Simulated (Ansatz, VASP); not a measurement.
## Two plane-wave programs on WC

```
W C
1.0
     0.00000    2.18242    2.18242
     2.18242    0.00000    2.18242
     2.18242    2.18242    0.00000
W C
1 1
Direct
  0.00000 0.00000 0.00000
  0.50000 0.50000 0.50000
```

Alike in both runs: functional r2SCAN; k mesh 16 × 16 × 16; occupations gaussian, width 0.1 eV; no spin polarisation.

Ansatz relaxed the structure, and its values are those at the end. VASP's run is a single point on that final structure, the one shown.

|  | VASP | Ansatz |
| --- | --- | --- |
| version | VASP 6.6.1 | Ansatz 0.2.0 |
| potentials or method | VASP PAW PBE potentials, release 64 (W_sv, C) | scalar-relativistic, plane waves, PAW |
| plane-wave cutoff (eV) | 520 | 500 |
| valence electrons in the cell | 18 | 18 |

|  | VASP | Ansatz | Ansatz less VASP |
| --- | --- | --- | --- |
| gap on the k mesh at the Fermi level (eV) | none | none | - |
| pressure (GPa) | 1.7 | 0.0 | -1.68 |

A gap of «none» marks a metal or a gap that the smearing closes.

Caveats: the PAW data sets were made with another functional, which shifts forces and pressure a little (VASP). Spin-orbit coupling is left out, which matters for the levels of W.
